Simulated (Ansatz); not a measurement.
# Residual resistivity of an alloy: Re(0001) with 2 layers of random Re-Ti, 2x2, part 2 of 2

Aim: the residual resistivity of a random alloy, from Re(0001) with 2 layers of random Re-Ti, 2x2 and longer regions.

Ansatz 0.2.0; Ansatz plane-wave DFT, PBE, PAW files; ballistic transport by layer matching (Landauer), zero bias; PAW set soft_1.

So far. Step 3 (With 6 alloy layers): Over the solved energies the transmission per spin lies between 1.18 and 1.23, out of 5.24 channels of the lead on average (up to 5.38).

## (4) With 10 alloy layers

In 10 layers a share of 0.75 of the sites is given to Ti at random. A fresh draw is used; the growth of the resistance with length is what counts.

System of this step: Re(0001) with 10 layers of random Re-Ti, 2x2. The cell holds 80 atoms: 50 Re and 30 Ti. Cell: a = 5.522 Å, b = 5.522 Å, c = 44.582 Å, α = 90.0°, β = 90.0°, γ = 120.0°. It derives from Re. Regions: lead, 40 atoms (40 Re); scattering region, 40 atoms (30 Ti and 10 Re). The structure is stacked along c, and the current runs across the ab planes.

Input file input.yaml:

```yaml
crystal:
  lattice:
    - [5.5216, 0.0, 0.0]
    - [-2.7608, 4.7818458695, 0.0]
    - [0.0, 0.0, 44.582]
  atoms:
    - { symbol: Re, position: [0.1666666667, 0.3333333333, 0.025] }
    - { symbol: Re, position: [0.1666666667, 0.8333333333, 0.025] }
    - { symbol: Re, position: [0.6666666667, 0.3333333333, 0.025] }
    - { symbol: Re, position: [0.6666666667, 0.8333333333, 0.025] }
    - { symbol: Re, position: [0.3333333333, 0.1666666667, 0.075] }
    - { symbol: Re, position: [0.3333333333, 0.6666666667, 0.075] }
    - { symbol: Re, position: [0.8333333333, 0.1666666667, 0.075] }
    - { symbol: Re, position: [0.8333333333, 0.6666666667, 0.075] }
    - { symbol: Re, position: [0.1666666667, 0.3333333333, 0.125] }
    - { symbol: Re, position: [0.1666666667, 0.8333333333, 0.125] }
    - { symbol: Re, position: [0.6666666667, 0.3333333333, 0.125] }
    - { symbol: Re, position: [0.6666666667, 0.8333333333, 0.125] }
    - { symbol: Re, position: [0.3333333333, 0.1666666667, 0.175] }
    - { symbol: Re, position: [0.3333333333, 0.6666666667, 0.175] }
    - { symbol: Re, position: [0.8333333333, 0.1666666667, 0.175] }
    - { symbol: Re, position: [0.8333333333, 0.6666666667, 0.175] }
    - { symbol: Re, position: [0.1666666667, 0.3333333333, 0.225] }
    - { symbol: Re, position: [0.1666666667, 0.8333333333, 0.225] }
    - { symbol: Re, position: [0.6666666667, 0.3333333333, 0.225] }
    - { symbol: Re, position: [0.6666666667, 0.8333333333, 0.225] }
    - { symbol: Ti, position: [0.3333333333, 0.1666666667, 0.275] }
    - { symbol: Ti, position: [0.3333333333, 0.6666666667, 0.275] }
    - { symbol: Ti, position: [0.8333333333, 0.1666666667, 0.275] }
    - { symbol: Ti, position: [0.8333333333, 0.6666666667, 0.275] }
    - { symbol: Ti, position: [0.1666666667, 0.3333333333, 0.325] }
    - { symbol: Ti, position: [0.1666666667, 0.8333333333, 0.325] }
    - { symbol: Ti, position: [0.6666666667, 0.3333333333, 0.325] }
    - { symbol: Re, position: [0.6666666667, 0.8333333333, 0.325] }
    - { symbol: Ti, position: [0.3333333333, 0.1666666667, 0.375] }
    - { symbol: Re, position: [0.3333333333, 0.6666666667, 0.375] }
    - { symbol: Ti, position: [0.8333333333, 0.1666666667, 0.375] }
    - { symbol: Ti, position: [0.8333333333, 0.6666666667, 0.375] }
    - { symbol: Ti, position: [0.1666666667, 0.3333333333, 0.425] }
    - { symbol: Ti, position: [0.1666666667, 0.8333333333, 0.425] }
    - { symbol: Ti, position: [0.6666666667, 0.3333333333, 0.425] }
    - { symbol: Ti, position: [0.6666666667, 0.8333333333, 0.425] }
    - { symbol: Ti, position: [0.3333333333, 0.1666666667, 0.475] }
    - { symbol: Ti, position: [0.3333333333, 0.6666666667, 0.475] }
    - { symbol: Re, position: [0.8333333333, 0.1666666667, 0.475] }
    - { symbol: Ti, position: [0.8333333333, 0.6666666667, 0.475] }
    - { symbol: Ti, position: [0.1666666667, 0.3333333333, 0.525] }
    - { symbol: Ti, position: [0.1666666667, 0.8333333333, 0.525] }
    - { symbol: Ti, position: [0.6666666667, 0.3333333333, 0.525] }
    - { symbol: Re, position: [0.6666666667, 0.8333333333, 0.525] }
    - { symbol: Re, position: [0.3333333333, 0.1666666667, 0.575] }
    - { symbol: Re, position: [0.3333333333, 0.6666666667, 0.575] }
    - { symbol: Ti, position: [0.8333333333, 0.1666666667, 0.575] }
    - { symbol: Ti, position: [0.8333333333, 0.6666666667, 0.575] }
    - { symbol: Re, position: [0.1666666667, 0.3333333333, 0.625] }
    - { symbol: Ti, position: [0.1666666667, 0.8333333333, 0.625] }
    - { symbol: Ti, position: [0.6666666667, 0.3333333333, 0.625] }
    - { symbol: Ti, position: [0.6666666667, 0.8333333333, 0.625] }
    - { symbol: Ti, position: [0.3333333333, 0.1666666667, 0.675] }
    - { symbol: Ti, position: [0.3333333333, 0.6666666667, 0.675] }
    - { symbol: Ti, position: [0.8333333333, 0.1666666667, 0.675] }
    - { symbol: Ti, position: [0.8333333333, 0.6666666667, 0.675] }
    - { symbol: Re, position: [0.1666666667, 0.3333333333, 0.725] }
    - { symbol: Re, position: [0.1666666667, 0.8333333333, 0.725] }
    - { symbol: Re, position: [0.6666666667, 0.3333333333, 0.725] }
    - { symbol: Ti, position: [0.6666666667, 0.8333333333, 0.725] }
    - { symbol: Re, position: [0.3333333333, 0.1666666667, 0.775] }
    - { symbol: Re, position: [0.3333333333, 0.6666666667, 0.775] }
    - { symbol: Re, position: [0.8333333333, 0.1666666667, 0.775] }
    - { symbol: Re, position: [0.8333333333, 0.6666666667, 0.775] }
    - { symbol: Re, position: [0.1666666667, 0.3333333333, 0.825] }
    - { symbol: Re, position: [0.1666666667, 0.8333333333, 0.825] }
    - { symbol: Re, position: [0.6666666667, 0.3333333333, 0.825] }
    - { symbol: Re, position: [0.6666666667, 0.8333333333, 0.825] }
    - { symbol: Re, position: [0.3333333333, 0.1666666667, 0.875] }
    - { symbol: Re, position: [0.3333333333, 0.6666666667, 0.875] }
    - { symbol: Re, position: [0.8333333333, 0.1666666667, 0.875] }
    - { symbol: Re, position: [0.8333333333, 0.6666666667, 0.875] }
    - { symbol: Re, position: [0.1666666667, 0.3333333333, 0.925] }
    - { symbol: Re, position: [0.1666666667, 0.8333333333, 0.925] }
    - { symbol: Re, position: [0.6666666667, 0.3333333333, 0.925] }
    - { symbol: Re, position: [0.6666666667, 0.8333333333, 0.925] }
    - { symbol: Re, position: [0.3333333333, 0.1666666667, 0.975] }
    - { symbol: Re, position: [0.3333333333, 0.6666666667, 0.975] }
    - { symbol: Re, position: [0.8333333333, 0.1666666667, 0.975] }
    - { symbol: Re, position: [0.8333333333, 0.6666666667, 0.975] }
kpoints:
  mp_grid: { grid: [5, 5, 1] }
hamiltonian:
  xc: pbe
  pseudopotentials: { kind: paw, azcp: { folder: soft_1 } }
scf:
  occupations: { method: fermi_dirac, width: 0.1 }
output:
  transmission:
    leads: [[0, 8]]
    kmesh: [10, 10]
    e_range: [-0.05, 0.05]
    de: 0.05
  write_potential: true
  write_density: true
  volumetric_format: npy
```

On the command line:

```
ansatz run input.yaml --threads 4 --pin off --max-ram 15360MiB --backend cpu --events-out ev --progress --plain --runs-dir out
```

Numbers of over 12 decimals in the logs are rounded to 6 here.

Log:

```text
[...]
Crystal: 80 atoms, lattice volume = 1177.118 Å³
Basis set: ecut = 420 eV, 23015 PW (Γ)
Bands: 666, of which v1, the nominal top of the filled ones, is band 555 counted from 1 (554 counted from 0)
Symmetry: 1 space group operations
[...]
k-points: 13 of 25 (time reversal used)
[...]
SCF iter   1: F=—  HF=-618564.432467 eV  |F-HF|=—  |Δ(HF+E_count)|=         —  Δρ=1.98e-1  dr2=4.72e4  ethr=3.10e-3  ⟨swp⟩=4.3  Hψ=27627  notcnv=0
[...]
SCF iter  11: F=-618449.907720 eV  HF=-618449.907720 eV  |F-HF|=3.61e-9  |Δ(HF+E_count)|=   9.90e-9  Δρ=2.38e-7  dr2=3.74e-9  ethr=9.01e-12  ⟨swp⟩=10.1  Hψ=25961  notcnv=0
SCF 1 converged in 11 iterations: F = -618449.907720 eV  dr2 = 3.74e-9
[...]
transmission: 402 of 4004 steps passed
transmission: 802 of 4004 steps passed
[...]
transmission: 4004 of 4004 steps passed
SCF converged after 11 iterations
Free energy (F): -618449.907720 eV
[...]
Internal energy: -618446.941648 eV  (E = F + TS)
E sigma→0 (E₀):  -618448.424684 eV
Entropy (-TS):   -2.966072 eV (-37.076 meV/atom)
Fermi energy:    21.048614 eV
[...]
--- Band table (eV; the first three rows and the last of 13) ---
  k-point 0: bands = [... 551 lower, 21.4933, 21.4955, 21.5157, 21.5231, 21.5401, 21.5655, 21.5871, 21.6125, ... 107 higher]
  k-point 1: bands = [... 551 lower, 21.2576, 21.2742, 21.2907, 21.2971, 21.3106, 21.3305, 21.3518, 21.3854, ... 107 higher]
  k-point 2: bands = [... 551 lower, 20.8424, 20.8545, 20.8844, 20.8965, 20.9139, 20.9259, 20.9598, 20.9742, ... 107 higher]
  k-point 12: bands = [... 551 lower, 20.9034, 20.9245, 20.9697, 20.9763, 20.9927, 21.0244, 21.0421, 21.0788, ... 107 higher]
--- Transmission ---
  basis      : 235 plane waves across, 77 finite elements along
  points     : 52, standing for a mesh of 10 x 10
[...]
channels       : 5.380000e0 a spin
[...]
junction   : crystal 0 to crystal 0, 0.70 to 40.82 Å
    transmission   : 9.955937e-1 a spin
[...]
```

Elapsed: 28 min, on 4 threads of Arm Neoverse V1, shared host; peak memory 8.1 GiB.

Numbers from this step:

| Item | Value |
| --- | --- |
| free energy | -618449.9077 eV |
| energy at zero smearing | -618448.4247 eV |
| Fermi energy | 21.05 eV |
| transmission per spin nearest the Fermi level | 0.9956 |
| step of the lead's potential | 29.6 meV |

Per spin. Table of transmission, zone mean by energy, zero at the Fermi level:

```tsv
energy (eV)	transmission, zone mean
-0.0500	0.958
0.0000	0.996
0.0500	0.978
```

Over the solved energies the transmission per spin lies between 0.958 and 0.996, out of 5.26 channels of the lead on average (up to 5.38). The log calls the step of a lead's potential too much.

## (5) The fit

This step: Ansatz plane-wave DFT, PBE, PAW files; ballistic transport by layer matching (Landauer), zero bias; residual resistivity from the slope of the area resistance, atoms on the host's lattice; PAW set soft_1 (Ansatz 0.2.0).

Numbers from this step:

```yaml
resistivity: 101.1 µΩ cm
intercept: 0.6656 fΩ m²
scatter_about_the_fit: 0.1145 fΩ m²
```

Resistance, by row:

```tsv
run	length (Å)	T	channels N	RA (fΩ m²)
n2	4.458	2.022	5.24	1.035
n6	13.37	1.204	5.24	2.18
n10	22.29	0.9774	5.26	2.839
```

Area resistance against length of the alloy:

```tsv
length of the alloy (Å)	area resistance (fΩ m²)
4.46	1.04
13.37	2.18
22.29	2.84
```

The area resistance goes from 1.0 to 2.8 fΩ m² between 4.5 and 22.3 Å, a slope of 101 µΩ cm.

By hand from the end points: (2.839 − 1.035) fΩ m² / (22.29 − 4.46) Å = 101 µΩ cm, since 1 fΩ m² per Å is 1000 µΩ cm.

## (6) Results

```
resistivity from the slope  : 101 µΩ cm
area resistance over 4.46 Å : 1.04 fΩ m²
area resistance over 13.4 Å : 2.18 fΩ m²
area resistance over 22.3 Å : 2.84 fΩ m²
```

**Reading.** The slope gives 101 µΩ cm. The points scatter by 0.11 fΩ m² about the line, with one random draw a length in a 2x2 cell, so the slope is a rough value. Read with a model of isotropic scattering on a spherical Fermi surface and the lead's 1.5×10¹⁵ S/m², this slope means a mean free path near 4.8 Å (a rough figure, since the alloy's own channel count differs); over these lengths the model's slope is within 3 % of its bulk resistivity, though a free path of a few ångströms strains the picture. The atoms sit on the host's lattice, so scattering by size misfit is left out. Spin-orbit coupling is left out, which matters for Re. A lead's potential steps by up to 30 meV from period to period, which the log calls too much, so longer leads could move the result.

[Logs are printed without paths, hosts, clocks, repeated set-up lines and the standing remarks that a program may print on its own settings, such as how far it seeks lower states.]

[Hosts, paths, dates, database ids (printed as entryN), source tags and the programs' standing remarks are cut or masked in the printed files.]
